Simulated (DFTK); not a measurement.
# WC under changes of volume

One of the cells (10.542 Å³/atom); the others are scaled copies at fixed shape and fractional positions:

```xyz
2
Lattice="0.0000 2.1927 2.1927 2.1927 0.0000 2.1927 2.1927 2.1927 0.0000" Properties=species:S:1:pos:R:3 pbc="T T T"
W     0.0000    0.0000    0.0000
C     2.1927    2.1927    2.1927
```

Measurements of this composition are mostly on another form, of space group No. 187.

- Program: DFTK 0.8.2
- Functional: PBEsol
- Potentials or basis: dojo.nc.sr.pbesol.v0_4_1.standard.upf (PBEsol)
- Cutoff: 1116 eV
- k mesh: 10 × 10 × 10
- Occupations: fermi-dirac, width 0.05 eV
- Spin: no spin polarisation

```csv
volume (Å³/atom),energy over the lowest point (meV/atom),pressure (GPa)
9.910,?,?
10.120,2.08,5.6
10.331,0.00,-2.5
10.542,8.10,-9.9
10.753,25.35,-16.4
10.964,50.79,-22.3
11.175,83.57,-27.6
```

Problem. What does the run at 9.910 Å³/atom give?

Solution. Energy over the lowest point 15.51 meV/atom; pressure 14.7 GPa.

Worked out: A Birch-Murnaghan fit of order 3 (a polynomial in V^(-2/3)) to the other rows has its minimum at 10.27 Å³/atom with B0 = V·E''(V) = 389 GPa and B' = 4.3. It gives 15.45 meV/atom at 9.910 Å³/atom, against the run's 15.51, and -dE/dV = 14.8 GPa, against 14.7.

Energies are extrapolated to zero smearing.
